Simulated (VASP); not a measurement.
# V, density of states: which settings are enough?

V, Im-3m (no. 229), 1 atom in the cell. PBE; PAW potentials V_sv (PBE set). VASP 6.6.1.

Wanted: density of states by 0.5 eV bins within 8 %; centre of the states within 12 eV below the valence top within 0.03 eV; states at the Fermi level within 8 %.

What the run is for: density of states; Accuracy asked: standard; k mesh of the density: 14 × 14 × 14.

POSCAR:
```
V
1.0
   -1.5143500000      1.5143500000      1.5143500000
    1.5143500000     -1.5143500000      1.5143500000
    1.5143500000      1.5143500000     -1.5143500000
V
1
Direct
    0.0000000000      0.0000000000      0.0000000000
```

The series start from Plane-wave cutoff (eV): 300; k-point mesh: 17 × 17 × 17; Energy points (NEDOS): 2001; Occupations for the DOS: ISMEAR=-5; Electronic threshold (eV): 1e-6; Precision mode (PREC): Accurate. Each series keeps the choices made before it, and each single choice may use up half of a tolerance. Times cover all steps of a run.

## Plane-wave cutoff (eV)

| Plane-wave cutoff (eV) | Density of states by 0.5 eV bins, largest deviation against the largest value | Centre of the states within 12 eV below the valence top (eV) | States at the Fermi level (states/eV/atom) | Time (s) |
|---|---|---|---|---|
| 210 | 6.5 % | -1.543 | 2.025 | 38 |
| 260 | 0.93 % | -1.566 | 2.036 | 43 |
| 300 | 0.36 % | -1.567 | 2.02 | 45 |
| 340 | 0.19 % | -1.567 | 2.021 | 47 |
| 420 | 0.034 % | -1.565 | 2.027 | 67 |
| 520 (reference) | 0 % | -1.565 | 2.028 | 86 |

Chosen: 260, the loosest value from which every tighter one stays within half of the tolerance.

## k-point mesh

| k-point mesh | Density of states by 0.5 eV bins, largest deviation against the largest value | Centre of the states within 12 eV below the valence top (eV) | States at the Fermi level (states/eV/atom) | Time (s) |
|---|---|---|---|---|
| 7 × 7 × 7 | 13 % | -1.522 | 2.408 | 20 |
| 9 × 9 × 9 | 6.5 % | -1.566 | 2.421 | 21 |
| 11 × 11 × 11 | 5.9 % | -1.570 | 2.175 | 24 |
| 14 × 14 × 14 | 4.3 % | -1.557 | 2.078 | 31 |
| 17 × 17 × 17 | 1.7 % | -1.566 | 2.036 | 43 |
| 20 × 20 × 20 | 1.2 % | -1.565 | 1.981 | 53 |
| 25 × 25 × 25 | 1 % | -1.568 | 1.929 | 89 |
| 30 × 30 × 30 (reference) | 0 % | -1.570 | 1.909 | 149 |

Chosen: 20 × 20 × 20.

## Energy points (NEDOS)

| Energy points (NEDOS) | Density of states by 0.5 eV bins, largest deviation against the largest value | Centre of the states within 12 eV below the valence top (eV) | States at the Fermi level (states/eV/atom) | Time (s) |
|---|---|---|---|---|
| 301 | 28 % | -1.607 | 1.978 | 62 |
| 501 | 12 % | -1.564 | 1.917 | 62 |
| 1001 | 3.9 % | -1.565 | 1.978 | 61 |
| 2001 | 0.86 % | -1.565 | 1.981 | 53 |
| 4001 (reference) | 0 % | -1.562 | 1.994 | 61 |

Chosen: 1001.

## Occupations for the DOS

| Occupations for the DOS | Density of states by 0.5 eV bins, largest deviation against the largest value | Centre of the states within 12 eV below the valence top (eV) | States at the Fermi level (states/eV/atom) | Time (s) |
|---|---|---|---|---|
| ISMEAR=-5 | 0 % | -1.565 | 1.978 | 61 |
| ISMEAR=-4 | 0 % | -1.565 | 1.978 | 53 |
| ISMEAR=0 SIGMA=0.05 | 2.4 % | -1.569 | 1.969 | 24 |
| ISMEAR=0 SIGMA=0.1 | 1.9 % | -1.576 | 1.871 | 24 |
| ISMEAR=-15 SIGMA=0.025 | 0.32 % | -1.567 | 1.978 | 54 |
| ISMEAR=1 SIGMA=0.1 | 2.6 % | -1.567 | 1.876 | 27 |

Chosen: ISMEAR=0 SIGMA=0.05, the fastest of those that stay within half of the tolerance.

## Electronic threshold (eV)

| Electronic threshold (eV) | Density of states by 0.5 eV bins, largest deviation against the largest value | Centre of the states within 12 eV below the valence top (eV) | States at the Fermi level (states/eV/atom) | Time (s) |
|---|---|---|---|---|
| 0.001 | 0.023 % | -1.567 | 1.961 | 24 |
| 0.0001 | 0.0033 % | -1.569 | 1.969 | 26 |
| 1e-5 | 0.0033 % | -1.569 | 1.969 | 27 |
| 1e-6 (reference) | 0 % | -1.569 | 1.969 | 24 |

Chosen: 0.001.

## Precision mode (PREC)

| Precision mode (PREC) | Density of states by 0.5 eV bins, largest deviation against the largest value | Centre of the states within 12 eV below the valence top (eV) | States at the Fermi level (states/eV/atom) | Time (s) |
|---|---|---|---|---|
| Normal | 0.093 % | -1.568 | 1.96 | 19 |
| Accurate (reference) | 0 % | -1.567 | 1.961 | 24 |

Chosen: Normal.

## All choices together

| Input | Density of states by 0.5 eV bins, largest deviation against the largest value | Centre of the states within 12 eV below the valence top (eV) | States at the Fermi level (states/eV/atom) | Time (s) |
|---|---|---|---|---|
| defaults for smearing, thresholds and mesh (naive) | 25 % | -1.699 | 2.689 | 19 |
| chosen settings | 2.5 % | -1.568 | 1.96 | 19 |
| reference settings throughout | 0 % | -1.566 | 1.909 | 238 |

The tolerance is met.

## The input

INCAR.step1:
```
SYSTEM = V
GGA = PE
ISPIN = 2
MAGMOM = 2
LORBIT = 11
ISMEAR = 1
SIGMA = 0.1
LWAVE = .FALSE.
LCHARG = .TRUE.
NBANDS = 26
PREC = Normal
LASPH = .TRUE.
LREAL = .FALSE.
ALGO = Normal
EDIFF = 0.001
NELM = 200
GGA_COMPAT = .FALSE.
ENCUT = 260
LMAXMIX = 4
KPAR = 2
```

INCAR.step2, as INCAR.step1 but for:
```
- ISMEAR = 1
- SIGMA = 0.1
- LCHARG = .TRUE.
+ ISMEAR = 0
+ SIGMA = 0.05
+ LCHARG = .FALSE.
+ NEDOS = 1001
+ EMIN = -4.6779
+ EMAX = 17.3221
+ ICHARG = 11
```

KPOINTS.step1:
```
k-points
0
Gamma
  14 14 14
```

KPOINTS.step2:
```
Automatic mesh
0
Gamma
  20 20 20
  0 0 0
```

Commands (each step's output is kept before the next begins):
```
cat potpaw_PBE.64/V_sv/POTCAR > POTCAR
cp INCAR.step1 INCAR
cp KPOINTS.step1 KPOINTS
mpirun -np 2 vasp_std > vasp.out
cp INCAR.step2 INCAR
cp KPOINTS.step2 KPOINTS
mpirun -np 2 vasp_std > vasp.out
```

The chosen input took VASP 6.6.1 19 s on 2 cores (Intel Xeon Platinum 8175M @ 2.50GHz (Skylake/Cascade Lake)), a shared host.

## An input that fails: tetrahedra on too few k points

VASP's message: IBZKPT: tetrahedron method fails for NKPT<4. NKPT = 1.

k mesh: 17 × 17 × 17 becomes 1 × 1 × 1.

Changes against the starting input:
```
(step 2)
- NELM = 200
- KPAR = 2
+ NELM = 78
```
